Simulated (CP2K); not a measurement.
# TaN (Fm-3m) in CP2K: notebook, part 2 of 2

CP2K 2026.2.

## Step 4: Single point, PBEsol

Input file tan_scf.inp:

```
&GLOBAL
  PROJECT tan_scf
  RUN_TYPE ENERGY_FORCE
  PRINT_LEVEL LOW
&END GLOBAL
&FORCE_EVAL
  METHOD QS
  STRESS_TENSOR ANALYTICAL
  &DFT
    BASIS_SET_FILE_NAME BASIS_MOLOPT_UZH
    POTENTIAL_FILE_NAME POTENTIAL_UZH
    &MGRID
      CUTOFF 675
      REL_CUTOFF 60
      NGRIDS 5
    &END MGRID
    &QS
      METHOD GPW
      EPS_DEFAULT 1.0E-9
    &END QS
    &KPOINTS
      SCHEME MONKHORST-PACK 10 10 10
      GAMMA_CENTERED T
      SYMMETRY T
      SYMMETRY_BACKEND SPGLIB
    &END KPOINTS
    &SCF
      SCF_GUESS ATOMIC
      EPS_SCF 1.0E-6
      MAX_SCF 100
      ADDED_MOS 13
      CHOLESKY OFF
      EPS_EIGVAL 1.0E-7
      &DIAGONALIZATION ON
        ALGORITHM STANDARD
      &END DIAGONALIZATION
      &MIXING ON
        METHOD BROYDEN_MIXING
        ALPHA 0.4
        BETA 1.5
        NBUFFER 8
      &END MIXING
      &SMEAR ON
        METHOD FERMI_DIRAC
        ELECTRONIC_TEMPERATURE 580.23
      &END SMEAR
    &END SCF
    &XC
      &XC_FUNCTIONAL
        &GGA_X_PBE_SOL
        &END GGA_X_PBE_SOL
        &GGA_C_PBE_SOL
        &END GGA_C_PBE_SOL
      &END XC_FUNCTIONAL
    &END XC
    &PRINT
      &KPOINTS ON
      &END KPOINTS
      &MULLIKEN ON
      &END MULLIKEN
      &MO ON
        ENERGIES T
        OCCUPATION_NUMBERS T
        &EACH
          QS_SCF 0
        &END EACH
        ADD_LAST NUMERIC
      &END MO
    &END PRINT
  &END DFT
  &SUBSYS
    &CELL
      A 3.1272829774 0.0000000000 0.0000000000
      B 1.5636414887 2.7083065032 0.0000000000
      C 1.5636414887 0.9027688344 2.5534158586
      PERIODIC XYZ
    &END CELL
    &COORD
      SCALED
      Ta  0.5000000000 0.5000000000 0.5000000000
      N   0.0000000000 0.0000000000 0.0000000000
    &END COORD
    &KIND Ta
      BASIS_SET TZVP-MOLOPT-PBE-GTH-q13
      POTENTIAL GTH-PBE-q13
    &END KIND
    &KIND N
      BASIS_SET TZVP-MOLOPT-PBE-GTH-q5
      POTENTIAL GTH-PBE-q5
    &END KIND
    &PRINT
      &ATOMIC_COORDINATES ON
      &END ATOMIC_COORDINATES
      &CELL ON
      &END CELL
    &END PRINT
  &END SUBSYS
  &PRINT
    &FORCES ON
    &END FORCES
    &STRESS_TENSOR ON
    &END STRESS_TENSOR
  &END PRINT
&END FORCE_EVAL
```

Potentials or basis: POTENTIAL_UZH Ta GTH-PBE-q13, N GTH-PBE-q5; TZVP-MOLOPT-PBE-GTH basis.

Run with:

```bash
> OMP_NUM_THREADS=1 cp2k.psmp -i tan_scf.inp -o tan_scf.out
```

tan_scf.out:

```text

 CP2K| version string:                                       CP2K version 2026.2
 CP2K| Input file name                                               tan_scf.inp

 GLOBAL| Force Environment number                                              1
 GLOBAL| Basis set file name                                    BASIS_MOLOPT_UZH
 GLOBAL| Potential file name                                       POTENTIAL_UZH
 GLOBAL| MM Potential file name                                     MM_POTENTIAL
 GLOBAL| Coordinate file name                                      __STD_INPUT__
 GLOBAL| Method name                                                        CP2K
 GLOBAL| Project name                                                    tan_scf
 GLOBAL| Run type                                                   ENERGY_FORCE
 GLOBAL| FFT library                                                       FFTW3
[... 8 lines left out ...]
 GLOBAL| CPU model name                                                  UNKNOWN

 CELL| Volume [angstrom^3]:                                            21.626515
 CELL| Vector a [angstrom]:       3.127     0.000     0.000   |a| =     3.127283
 CELL| Vector b [angstrom]:       1.564     2.708     0.000   |b| =     3.127283
[... 577 lines left out ...]

 !-----------------------------------------------------------------------------!

 ENERGY| Total FORCE_EVAL ( QS ) energy [hartree]            -68.105891673381336

 FORCES| Atomic forces [hartree/bohr]
 FORCES|   Atom     x               y               z               |f|
 FORCES|      1 -1.44178722E-14 -1.67749564E-15  3.90353295E-14   4.16466803E-14
 FORCES|      2 -2.22542944E-15 -2.35220361E-15 -1.66372130E-16   3.24238765E-15
 FORCES| Sum    -1.66433017E-14 -4.02969924E-15  3.88689574E-14
 FORCES| Total atomic force                                       4.24739192E-14

 STRESS| Analytical stress tensor [bar]
 STRESS|                        x                   y                   z
 STRESS|      x       -1.32263695015E+05   2.62288983326E-02   2.30115293989E-02
 STRESS|      y        2.62288983326E-02  -1.32259729322E+05  -6.56747446165E-01
 STRESS|      z        2.30115293989E-02  -6.56747446165E-01  -1.32259790611E+05
 STRESS| 1/3 Trace                                            -1.32261071649E+05
 STRESS| Determinant                                          -2.31364174503E+15

 STRESS| Eigenvectors and eigenvalues of the analytical stress tensor [bar]
 STRESS|                        1                   2                   3
 STRESS| Eigenvalues  -1.32263695385E+05  -1.32260417060E+05  -1.32259102502E+05
 STRESS|      x           0.999943568628      0.010602255493      0.000672114666
 STRESS|      y          -0.007806176699      0.690373982033      0.723410553238
 STRESS|      z          -0.007205773033      0.723374976834     -0.690417786362
```

Run time: 87 s. Hardware: 1 thread of Arm Neoverse V1, shared host; peak memory 0.36 GiB.

What came out:

```
Free energy            : -1853.2556 eV
Pressure               : -13.2 GPa
Band gap on the k mesh : none (metal or under the smearing width)
Mulliken charges       : Ta +1.44; N -1.44 e
```

Levels at points of the mesh, in eV from the Fermi level:
| k point | band 7 | band 8 | band 9 | band 10 | band 11 | band 12 |
| --- | --- | --- | --- | --- | --- | --- |
| (0.00, 0.00, 0.00) | -3.88 | -3.88 | -2.06 | -2.06 | -2.06 | 0.06 |
| (0.00, 0.00, 0.50) | -7.47 | -7.47 | 1.92 | 1.92 | 2.00 | 3.58 |
| (0.00, 0.50, 0.50) | -5.39 | -4.65 | -4.65 | 2.09 | 3.54 | 3.54 |

Caveat: Mulliken charges move with the basis; the potentials were made for another functional, which shifts forces and pressure; the basis of atomic orbitals isn't converged, which shifts pressures, moduli and gaps.

## Step 5: The runs side by side

```tsv
level	gap on the mesh (eV)	pressure (GPa)
PBE	none	-5.8
LDA	none	-16.6
PBEsol	none	-13.2
```

Alike in all rows: task single point; potentials or basis POTENTIAL_UZH Ta GTH-PBE-q13, N GTH-PBE-q5; TZVP-MOLOPT-PBE-GTH basis; no spin polarisation; cell as given; k mesh 10 × 10 × 10; smearing fermi-dirac 0.05 eV.

Caveats: the basis of atomic orbitals isn't converged, which shifts pressures, moduli and gaps; the potentials were made for another functional, which shifts forces and pressure (some runs).

Total energies depend on the potentials used, so only differences within one code and one set of settings carry meaning.
